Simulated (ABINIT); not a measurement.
Runs of ABINIT 10.8.3 (patched build) on WS2. The cell holds a slab with vacuum, 3 atoms: a = 3.184 Å, b = 3.184 Å, c = 16.951 Å, α = 90.00°, β = 90.00°, γ = 120.00°. 

| task | level | potentials or basis | k mesh | gap on the mesh (eV) | largest force (eV/Å) |
| --- | --- | --- | --- | --- | --- |
| band structure | SOGGA | JTH PAW PBE v2.0 | 10 × 10 × 2 | 2.00 | (c) |
| single point | PBEsol | JTH PAW PBE v2.0 | 13 × 13 × 3 | 1.91 | 0.09 |
| band structure | PBE | JTH PAW PBE v2.0 | 10 × 10 × 2 | 2.00 | 0.28 |
| band structure | WC | JTH PAW PBE v2.0 | 10 × 10 × 2 | 1.98 | 0.03 |
| single point | PBE | JTH PAW PBE v2.0 | 13 × 13 × 3 | (a) | 0.28 |
| single point | PBE | JTH PAW PBE v2.0 | 8 × 8 × 2 | 2.07 | 0.28 |
| single point | LDA | JTH PAW LDA v2.0 | 8 × 8 × 2 | (b) | 0.41 |

Alike in all rows: no spin polarisation; cell as given; cutoff (eV) 544; smearing fermi-dirac 0.05 eV.

Task: Fill in the values left out.

Result: (a) 1.92; (b) 2.05; (c) 0.18.

Caveats: spin-orbit coupling is left out, which moves the levels of the heavy elements; the PAW data sets were made with another functional, which shifts forces and pressure a little (some runs).

A k mesh can miss the band edges, and the runs leave out spin-orbit coupling on W.
